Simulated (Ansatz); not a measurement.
**What a change of settings does to a run on BeTe**

The cell was built from the rocksalt type and relaxed in the same program, and has space group Fm-3m; it needn't be a known or the stable phase.

First run: DFT, PBE, all-electron LAPW, scalar-relativistic (Ansatz 0.2.0).

Command: `ansatz run input.yaml --threads 1 --pin off --max-ram 2048MiB --backend cpu --events-out ev --progress --plain --runs-dir out` The run took about 4.1 s on 1 thread of a shared machine.

```yaml
crystal:
  lattice:
    - [0.0, 2.6800592576, 2.6800592576]
    - [2.6800592576, 0.0, 2.6800592576]
    - [2.6800592576, 2.6800592576, 0.0]
  atoms:
    - { symbol: Be, position: [0.0, 0.0, 0.0] }
    - { symbol: Te, position: [0.5, 0.5, 0.5] }
kpoints:
  mp_grid: { grid: [13, 13, 13] }
  band_path:
    path:
      - [0.0, 0.0, 0.0]
      - [0.5, 0.0, 0.5]
      - [0.625, 0.25, 0.625]
      - [0.375, 0.375, 0.75]
      - [0.0, 0.0, 0.0]
      - [0.5, 0.5, 0.5]
      - [0.5, 0.25, 0.75]
      - [0.5, 0.0, 0.5]
    npoints: 8
scf:
  occupations: { method: fermi_dirac, width: 0.05 }
hamiltonian:
  xc: pbe
  pseudopotentials: { kind: all_electron, lapw: { basis_error: 0.001 } }
output:
  forces: true
  stress: true
  eigenvalues: true
  populations: true
  dos: { projected: true, de: 0.2, e_range: [-14, 8] }
```

Result: converged; pressure 0.02 GPa; no gap on the k mesh; 8 SCF iterations.

No spin–orbit coupling, which matters for the heavy atoms here.

A second input differs as follows:

```diff
@@ -22,7 +22,9 @@
 scf:
   occupations: { method: fermi_dirac, width: 0.05 }
+  max_iter: 50
 hamiltonian:
   xc: pbe
   pseudopotentials: { kind: all_electron, lapw: { basis_error: 0.001 } }
+  hubbard: { sites: [{ species: Be, l: p, u_eff: -5.0 }] }
 output:
   forces: true
@@ -30,4 +32,3 @@
   eigenvalues: true
   populations: true
-  dos: { projected: true, de: 0.2, e_range: [-14, 8] }
```

Question: What is wrong with it, and what does the program do?

Answer: The fault is an enormous or negative U. The run converged; pressure -3.60 GPa; no gap on the k mesh; 9 SCF iterations. Such numbers aren't properties of the crystal. The log ends:
```
Occupation matrices written to <dir>
--- Löwdin populations: 2 sites ---
  site symbol       q [e]
     0     Be      4.5702
     1     Te     51.3971
  spilling = 0.000585 (of n_electrons = 56.000000)
```
